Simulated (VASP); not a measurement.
A run of VASP 6.6.1:

The input INCAR:

```
SYSTEM = AgCl
ALGO     = Fast           ! electronic algorithm
EDIFF    = 1E-6           ! SCF threshold, eV
ENCUT    = 520            ! plane-wave cutoff, eV
GGA      = PE             ! functional
ISIF     = 2              ! what is computed and relaxed
ISMEAR   = -1             ! smearing method
LASPH    = .True.         ! aspherical terms in the spheres
LCHARG   = .True.         ! write CHGCAR
LELF     = .True.         ! ELF
LREAL    = .False.        ! projectors in reciprocal space
LVHAR    = .True.       
LWAVE    = .False.        ! write WAVECAR
NBANDS   = 26             ! bands
NELM     = 100            ! most SCF steps
PREC     = Accurate       ! precision mode
SIGMA    = 0.02           ! smearing width, eV
```

File KPOINTS:

```
k-points
0
Gamma
  6 6 4
  0 0 0
```

The input POSCAR:

```
AgCl
1.0
    4.6065201333      0.0000000000      0.0000000000
   -2.3032600666      3.9142106147      0.0000000000
    0.0000000000      0.0000000000      5.7224971438
Ag Cl
2 2
Direct
    0.3328855460      0.6657710920     -0.0624279419
    0.6671144540      0.3342289080      0.4375720581
    0.3303573137      0.6607146275      0.4374279419
    0.6696426863      0.3392853725      0.9374279419
```

Potentials or basis: VASP PAW PBE potentials, release 64 (Ag, Cl).

Launch:

```bash
$ cat potpaw_PBE.64/Ag/POTCAR potpaw_PBE.64/Cl/POTCAR > POTCAR
$ mpirun -np 1 vasp_std > vasp.out
```

Hardware: 1 thread of Intel(R) Xeon(R) Platinum 8488C (Sapphire Rapids) (shared host).

Question: Estimate the wall time of this run.

Answer: It took 62 s on 1 thread of Intel(R) Xeon(R) Platinum 8488C (Sapphire Rapids) (shared host), peak memory 0.28 GiB. Counts: scf iterations 14, k points 39.
